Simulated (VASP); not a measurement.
# ZnCu: vacancies and antisites compared, part 2 of 6

Which native defect is cheapest in ZnCu, and how does that change with the growth condition? The start is a cell from a database of measured crystal structures.

VASP 6.6.1, plane waves and PAW; the level of theory is named at each step.

So far. Step 2 (The host at zero pressure): The run ended after 2 ionic steps, 0.003 eV below its first step, once forces and stress met EDIFFG = -0.02.

**3. The supercell without the defect**

Level of this step: PBE; plane waves and PAW (Zn, Cu) (VASP).

System of this step: ZnCu. The cell holds 54 atoms: 27 Zn and 27 Cu. Cell: a = 8.890 Å, b = 8.890 Å, c = 8.890 Å, α = 90.0°, β = 90.0°, γ = 90.0°. It derives from ZnCu.

The same cell, mesh and cutoff without the defect give the energy to subtract and, in a gapped host, the band edges to count from, so that most errors cancel.

The input, INCAR:

```
SYSTEM = ZnCu
PREC = Normal
ENCUT = 300
EDIFF = 1E-05
NELM = 120
ISMEAR = 1
SIGMA = 0.2
LREAL = Auto
ALGO = Fast
GGA = PE
NBANDS = 360
LASPH = .TRUE.
LORBIT = 11
LWAVE = .FALSE.
LCHARG = .FALSE.
KPAR = 4
NCORE = 2
```

The input, POSCAR:

```
ZnCu
1.0
    8.8895031273      0.0000000000      0.0000000000
    0.0000000000      8.8895031273      0.0000000000
    0.0000000000      0.0000000000      8.8895031273
Zn Cu
27 27
Direct
    0.1666666667      0.1666666667      0.1666666667
    0.1666666667      0.1666666667      0.5000000000
    0.1666666667      0.1666666667      0.8333333333
    0.1666666667      0.5000000000      0.1666666667
    0.1666666667      0.5000000000      0.5000000000
    0.1666666667      0.5000000000      0.8333333333
    0.1666666667      0.8333333333      0.1666666667
    0.1666666667      0.8333333333      0.5000000000
    0.1666666667      0.8333333333      0.8333333333
    0.5000000000      0.1666666667      0.1666666667
    0.5000000000      0.1666666667      0.5000000000
    0.5000000000      0.1666666667      0.8333333333
    0.5000000000      0.5000000000      0.1666666667
    0.5000000000      0.5000000000      0.5000000000
    0.5000000000      0.5000000000      0.8333333333
    0.5000000000      0.8333333333      0.1666666667
    0.5000000000      0.8333333333      0.5000000000
    0.5000000000      0.8333333333      0.8333333333
    0.8333333333      0.1666666667      0.1666666667
    0.8333333333      0.1666666667      0.5000000000
    0.8333333333      0.1666666667      0.8333333333
    0.8333333333      0.5000000000      0.1666666667
    0.8333333333      0.5000000000      0.5000000000
    0.8333333333      0.5000000000      0.8333333333
    0.8333333333      0.8333333333      0.1666666667
    0.8333333333      0.8333333333      0.5000000000
    0.8333333333      0.8333333333      0.8333333333
    0.0000000000      0.0000000000      0.0000000000
    0.0000000000      0.0000000000      0.3333333333
    0.0000000000      0.0000000000      0.6666666667
    0.0000000000      0.3333333333      0.0000000000
    0.0000000000      0.3333333333      0.3333333333
    0.0000000000      0.3333333333      0.6666666667
    0.0000000000      0.6666666667      0.0000000000
    0.0000000000      0.6666666667      0.3333333333
    0.0000000000      0.6666666667      0.6666666667
    0.3333333333      0.0000000000      0.0000000000
    0.3333333333      0.0000000000      0.3333333333
    0.3333333333      0.0000000000      0.6666666667
    0.3333333333      0.3333333333      0.0000000000
    0.3333333333      0.3333333333      0.3333333333
    0.3333333333      0.3333333333      0.6666666667
    0.3333333333      0.6666666667      0.0000000000
    0.3333333333      0.6666666667      0.3333333333
    0.3333333333      0.6666666667      0.6666666667
    0.6666666667      0.0000000000      0.0000000000
    0.6666666667      0.0000000000      0.3333333333
    0.6666666667      0.0000000000      0.6666666667
    0.6666666667      0.3333333333      0.0000000000
    0.6666666667      0.3333333333      0.3333333333
    0.6666666667      0.3333333333      0.6666666667
    0.6666666667      0.6666666667      0.0000000000
    0.6666666667      0.6666666667      0.3333333333
    0.6666666667      0.6666666667      0.6666666667
```

The input, KPOINTS:

```
Automatic mesh
0
Monkhorst-Pack
3 3 3
0 0 0
```

Potentials, in the order of the species: Zn and Cu (PBE family, release 64).

Launch:

```console
> mpirun -np 8 vasp_std
```

Output:

```text
[banner, memory and clock lines left out]
running    8 mpi-ranks, on    1 nodes
 distrk:  each k-point on    2 cores,    4 groups
 distr:  one band on    2 cores,    1 groups

 POSCAR found type information on POSCAR ZnCu
 POSCAR found :  2 types and      54 ions
 LDA part: xc-table for (Slater+PW92), standard interpolation
 POSCAR, INCAR and KPOINTS ok, starting setup
 FFT: planning ... GRIDC
 FFT: planning ... GRID_SOFT
 FFT: planning ... GRID
 WAVECAR not read
 entering main loop
       N       E                     dE             d eps       ncg     rms          rms(c)
DAV:   1     0.524304345689E+04    0.52430E+04   -0.18207E+05  2880   0.196E+03
DAV:   2     0.758669185168E+03   -0.44844E+04   -0.43624E+04  2880   0.524E+02
DAV:   3    -0.114650120067E+03   -0.87332E+03   -0.82489E+03  2880   0.233E+02
DAV:   4    -0.162660086912E+03   -0.48010E+02   -0.46709E+02  3264   0.691E+01
DAV:   5    -0.163670071764E+03   -0.10100E+01   -0.10035E+01  3528   0.987E+00    0.487E+01
RMM:   6    -0.157874534277E+03    0.57955E+01   -0.41340E+02  2999   0.749E+01    0.319E+01
RMM:   7    -0.135120323660E+03    0.22754E+02   -0.11898E+02  2933   0.401E+01    0.107E+01
RMM:   8    -0.135092880185E+03    0.27443E-01   -0.18458E+00  3102   0.414E+00    0.568E+00
RMM:   9    -0.135006227045E+03    0.86653E-01   -0.87372E-01  3267   0.233E+00    0.723E-01
RMM:  10    -0.135013176465E+03   -0.69494E-02   -0.19228E-01  3289   0.110E+00    0.434E-01
RMM:  11    -0.135014467709E+03   -0.12912E-02   -0.31619E-02  3406   0.480E-01    0.277E-01
RMM:  12    -0.135014336299E+03    0.13141E-03   -0.17077E-02  3179   0.482E-01    0.188E-01
RMM:  13    -0.135014153915E+03    0.18238E-03   -0.40751E-03  3283   0.197E-01    0.492E-02
RMM:  14    -0.135014253845E+03   -0.99931E-04   -0.12218E-03  3384   0.654E-02    0.351E-02
RMM:  15    -0.135014299426E+03   -0.45580E-04   -0.18562E-04  3067   0.313E-02    0.500E-02
RMM:  16    -0.135014258386E+03    0.41040E-04   -0.21419E-04  3073   0.520E-02    0.192E-02
RMM:  17    -0.135014256524E+03    0.18623E-05   -0.47260E-05  2357   0.187E-02
   1 F= -.13501426E+03 E0= -.13501674E+03  d E =0.746486E-02
```

Wall time 2.3 min (8 MPI ranks of AMD EPYC 7R43, shared host); peak memory 2.2 GiB; 18 min of CPU time.

Parts of OUTCAR (step 3):

```text
  LATTYP: Found a simple cubic cell.
 ALAT       =     8.8895031273

The static configuration has the point symmetry O_h .

 Found      4 irreducible k-points:

   k-points           NKPTS =      4   k-points in BZ     NKDIM =      4   number of bands    NBANDS=    360

   dimension x,y,z NGX =    40 NGY =   40 NGZ =   40
   dimension x,y,z NGXF=    80 NGYF=   80 NGZF=   80

   ENCUT  =  300.0 eV  22.05 Ry    4.70 a.u.  12.55 12.55 12.55*2*pi/ulx,y,z

   NELECT =     621.0000    total number of electrons

 E-fermi :   5.4396

 k-point     1 :       0.0000    0.0000    0.0000
  band No.  band energies     occupation
    ...
    311       5.3775      1.49866
    312       5.3775      1.49866
    313       5.3775      1.49866
    314       5.3775      1.49845
    315       5.3775      1.49845
    316       7.5938     -0.00000
    317       7.5938     -0.00000
    318       7.5938     -0.00000
    319       7.5938     -0.00000
    320       7.5938     -0.00000
    ...

 k-point     2 :       0.3333    0.0000    0.0000
  band No.  band energies     occupation
    ...
    306       4.8129      2.00009
    307       5.3060      1.89667
    308       5.3060      1.89666
    309       5.3060      1.89646
    310       5.3060      1.89646
    311       5.7413     -0.05456
    312       5.7413     -0.05454
    313       5.7413     -0.05454
    314       5.7414     -0.05453
    315       6.1323     -0.00001
    ...

  Total       -2.0376673     -2.0376673     -2.0376673      0.0000000      0.0000000      0.0000000
  in kB       -4.6474145     -4.6474145     -4.6474145      0.0000000      0.0000000      0.0000000
  external PRESSURE =      -4.6474145 kB  Pullay stress =       0.0000000 kB

  energy-cutoff  :      300.00
  volume of cell :      702.48
      direct lattice vectors                 reciprocal lattice vectors
     8.889503127  0.000000000  0.000000000     0.112492227  0.000000000  0.000000000
     0.000000000  8.889503127  0.000000000     0.000000000  0.112492227  0.000000000
     0.000000000  0.000000000  8.889503127     0.000000000  0.000000000  0.112492227

 POSITION                                       TOTAL-FORCE (eV/Angst)
 -----------------------------------------------------------------------------------
      1.48158      1.48158      1.48158         0.000000     -0.000000     -0.000000
      1.48158      1.48158      4.44475         0.000000     -0.000000     -0.000000
      1.48158      1.48158      7.40792         0.000000     -0.000000      0.000000
      1.48158      4.44475      1.48158         0.000000     -0.000000      0.000000
      1.48158      4.44475      4.44475         0.000000     -0.000000      0.000000
      1.48158      4.44475      7.40792        -0.000000     -0.000000     -0.000000
      1.48158      7.40792      1.48158         0.000000      0.000000     -0.000000
      1.48158      7.40792      4.44475         0.000000      0.000000     -0.000000
      1.48158      7.40792      7.40792        -0.000000      0.000000      0.000000
      4.44475      1.48158      1.48158        -0.000000      0.000000     -0.000000
      4.44475      1.48158      4.44475        -0.000000      0.000000     -0.000000
      4.44475      1.48158      7.40792        -0.000000      0.000000      0.000000
      4.44475      4.44475      1.48158        -0.000000      0.000000      0.000000
      4.44475      4.44475      4.44475        -0.000000      0.000000      0.000000
      4.44475      4.44475      7.40792        -0.000000      0.000000     -0.000000
      4.44475      7.40792      1.48158        -0.000000     -0.000000     -0.000000
      4.44475      7.40792      4.44475        -0.000000     -0.000000      0.000000
      4.44475      7.40792      7.40792        -0.000000     -0.000000     -0.000000
      7.40792      1.48158      1.48158        -0.000000     -0.000000     -0.000000
      7.40792      1.48158      4.44475        -0.000000     -0.000000     -0.000000
      7.40792      1.48158      7.40792        -0.000000     -0.000000      0.000000
      7.40792      4.44475      1.48158        -0.000000     -0.000000      0.000000
      7.40792      4.44475      4.44475        -0.000000     -0.000000      0.000000
      7.40792      4.44475      7.40792        -0.000000     -0.000000     -0.000000
      7.40792      7.40792      1.48158         0.000000      0.000000      0.000000
      7.40792      7.40792      4.44475        -0.000000      0.000000      0.000000
      7.40792      7.40792      7.40792        -0.000000      0.000000      0.000000
      0.00000      0.00000      0.00000        -0.000000      0.000000     -0.000000
      0.00000      0.00000      2.96317        -0.000000      0.000000      0.000000
      0.00000      0.00000      5.92634         0.000000      0.000000     -0.000000
      0.00000      2.96317      0.00000        -0.000000      0.000000     -0.000000
      0.00000      2.96317      2.96317        -0.000000      0.000000      0.000000
      0.00000      2.96317      5.92634         0.000000      0.000000     -0.000000
      0.00000      5.92634      0.00000        -0.000000      0.000000     -0.000000
      0.00000      5.92634      2.96317        -0.000000      0.000000      0.000000
      0.00000      5.92634      5.92634        -0.000000      0.000000     -0.000000
      2.96317      0.00000      0.00000        -0.000000     -0.000000     -0.000000
      2.96317      0.00000      2.96317        -0.000000     -0.000000      0.000000
[...]
-----------------------------------------------------------------------------------
    total drift:                               -0.000000     -0.000000     -0.000000

  FREE ENERGIE OF THE ION-ELECTRON SYSTEM (eV)
  ---------------------------------------------------
  free  energy   TOTEN  =      -135.0142565237 eV

  energy  without entropy=     -135.0217213883  energy(sigma->0) =     -135.01674481

 total charge
# of ion       s       p       d       tot
------------------------------------------
    1        0.581   0.507   9.727  10.815
    2        0.581   0.507   9.727  10.815
    3        0.581   0.507   9.727  10.815
    4        0.581   0.507   9.727  10.815
    5        0.581   0.507   9.727  10.815
    6        0.581   0.507   9.727  10.815
    7        0.581   0.507   9.727  10.815
    8        0.581   0.507   9.727  10.815
    9        0.581   0.507   9.727  10.815
   10        0.581   0.507   9.727  10.815
   11        0.581   0.507   9.727  10.815
   12        0.581   0.507   9.727  10.815
   13        0.581   0.507   9.727  10.815
   14        0.581   0.507   9.727  10.815
   15        0.581   0.507   9.727  10.815
   16        0.581   0.507   9.727  10.815
   17        0.581   0.507   9.727  10.815
   18        0.581   0.507   9.727  10.815
   19        0.581   0.507   9.727  10.815
   20        0.581   0.507   9.727  10.815
   21        0.581   0.507   9.727  10.815
   22        0.581   0.507   9.727  10.815
   23        0.581   0.507   9.727  10.815
   24        0.581   0.507   9.727  10.815
   25        0.581   0.507   9.727  10.815
   26        0.581   0.507   9.727  10.815
   27        0.581   0.507   9.727  10.815
   28        0.424   0.367   9.181   9.972
   29        0.424   0.367   9.181   9.972
   30        0.424   0.367   9.181   9.972
   31        0.424   0.367   9.181   9.972
   32        0.424   0.367   9.181   9.972
   33        0.424   0.367   9.181   9.972
   34        0.424   0.367   9.181   9.972
   35        0.424   0.367   9.181   9.972
   36        0.424   0.367   9.181   9.972
   37        0.424   0.367   9.181   9.972
[...]
--------------------------------------------------
tot         27.147  23.598 510.502 561.247

[... 1 part as in an earlier step ...]

[... 5 further parts left out ...]
```

The k-mesh is coarse for a metal.

Numbers from this step:

```yaml
electronic_cycles: 17
electrons: 621
free_energy_toten: -135.0143 eV
energy_at_zero_smearing: -135.0167 eV
fermi_energy: 5.440 eV
```

The host is treated as a metal, as its relaxation found a gap under 0.3 eV or none, and only the neutral defect is run.

[end of part 2 of 6]

[Lines on the potential files, build, host, timing and source positions are cut from VASP's logs without a mark.]

[Logs are printed without paths, hosts, clocks, repeated set-up lines and the standing remarks that a program may print on its own settings, such as how far it seeks lower states.]

[Hosts, paths, dates, database ids (printed as entryN), source tags and the programs' standing remarks are cut or masked in the printed files.]

[In band tables of VASP the shares of atoms and orbitals are scaled to a sum of 1 inside the atoms' spheres.]

[Runs that stopped without an error message from VASP are left out.]
